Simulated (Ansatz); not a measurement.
Appearance energy of a fragment ion: C3H6O → C2H3O+ + CH3 + e⁻

Species: C3H6O `C[C](C)[O]`, triplet; C2H3O+ `CC#[O+]`, singlet; CH3 (methyl radical) `[CH3]`, doublet. 

Shapes, held fixed at every level: PBE0-D4/def2-TZVP. Programs: Ansatz 0.2.0. Electronic energies: no zero-point or thermal term.

```tsv
level	kind	ΔE (eV)	less CCSD(T)/CBS estimate	CPU time (sum over the molecules)
B3LYP-D4/def2-TZVPP	global hybrid	+7.46	+0.23	29 s
PBE0-D4/def2-TZVPP	global hybrid	+7.58	+0.35	21 s
wB97X-V/def2-TZVPP	range-separated hybrid	+7.45	+0.22	55 s
CCSD(T)/def2-SVP	coupled cluster or CI	+6.95	-0.28	40 s
CCSD/def2-SVP	coupled cluster or CI	+7.00	-0.23	–
CCSD/def2-TZVPP	coupled cluster or CI	+7.14	-0.09	–
CCSD(T)/CBS estimate	coupled cluster or CI	+7.23	0.00	17 min
```

The highest level, CCSD(T)/CBS estimate, gives ΔE = +7.23 eV; the levels span +6.95 to +7.58. The column of differences is taken from that level and isn't an error. No measured value is set beside it here. Open shells run unrestricted unless RO is named. The CBS estimate extrapolates MP2 from def2-TZVPP and def2-QZVPP and adds CCSD(T) − MP2 in the triple-zeta set, cores frozen. The onset seen in experiment also holds zero-point changes and kinetic shifts. Times are processor times on shared x86 and Arm servers, and rough.
